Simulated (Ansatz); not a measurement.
CdI2 in the CdI2 structure, relaxed with r2SCAN+rVV10, was run in the plane-wave code Ansatz under altered settings. All numbers are computed, without spin polarisation but where a row says otherwise.

```yaml
crystal:
  lattice:
    - [4.24701, 0.00000, 0.00000]
    - [-2.12350, 3.67802, 0.00000]
    - [0.00000, 0.00000, 6.89503]
  atoms:
    - { symbol: Cd, position: [0.00000, 0.00000, 0.00000] }
    - { symbol: I, position: [0.33333, 0.66667, 0.24939] }
    - { symbol: I, position: [0.66667, 0.33333, 0.75061] }
```

The base run's other keys:
```yaml
kpoints:
  mp_grid: { grid: [6, 6, 2] }
hamiltonian:
  xc: hse06
scf:
  occupations: { method: fixed }
  n_extra_bands: 4
```

It takes 15 iterations with 2093 plane waves at 420 eV and 14 k points, and leaves a mean stress of +0.79 GPa. The gap over this mesh is 3.341 eV.

Outcomes, with energy and stress as changes against the base:
```
                                 setting    outcome  ΔF (meV/atom)  Δ mean stress (GPa)  gap on the mesh (eV)  iterations
   PBE hybrid, exx coeff 0.3, unscreened  converged              –                 -0.2                 4.373          18
PBE hybrid, exx coeff 0.1, omega 0.3 1/Å  converged              –                 +0.5                 2.672          13
PBE hybrid, exx coeff 0.4, omega 0.5 1/Å  converged              –                 +0.1                 3.165          16
   PBE hybrid, exx coeff 0.1, unscreened  converged              –                 +0.4                 3.020          13
```
A dash marks a value that wasn't obtained or can't be compared. Stress is positive in compression. The base's mesh is coarse for a hybrid, so its own values aren't converged.

- PBE hybrid, exx coeff 0.3, unscreened. That is 30 % exact exchange, at all ranges, against HSE06's 25 % screened at 0.208 1/Å. The mean stress moves by -0.2 GPa and the gap on the mesh by +1.032 eV (to 4.373). Totals of different functionals aren't comparable.
- PBE hybrid, exx coeff 0.1, omega 0.3 1/Å. That is 10 % exact exchange, screened with ω = 0.3 1/Å, against HSE06's 25 % screened at 0.208 1/Å. The mean stress moves by +0.5 GPa and the gap on the mesh by -0.669 eV (to 2.672). Totals of different functionals aren't comparable.
- PBE hybrid, exx coeff 0.4, omega 0.5 1/Å. That is 40 % exact exchange, screened with ω = 0.5 1/Å, against HSE06's 25 % screened at 0.208 1/Å. The mean stress moves by +0.1 GPa and the gap on the mesh by -0.176 eV (to 3.165). Totals of different functionals aren't comparable.
- PBE hybrid, exx coeff 0.1, unscreened. That is 10 % exact exchange, at all ranges, against HSE06's 25 % screened at 0.208 1/Å. The mean stress moves by +0.4 GPa and the gap on the mesh by -0.321 eV (to 3.020). Totals of different functionals aren't comparable.

No spin-orbit coupling is included; it can move band edges with weight on the heavy atoms by tenths of an eV.

The program warns that its thresholds are loose for a hybrid's stress.

The meshes of the hybrids are coarse, so their gaps aren't converged to the digits shown.
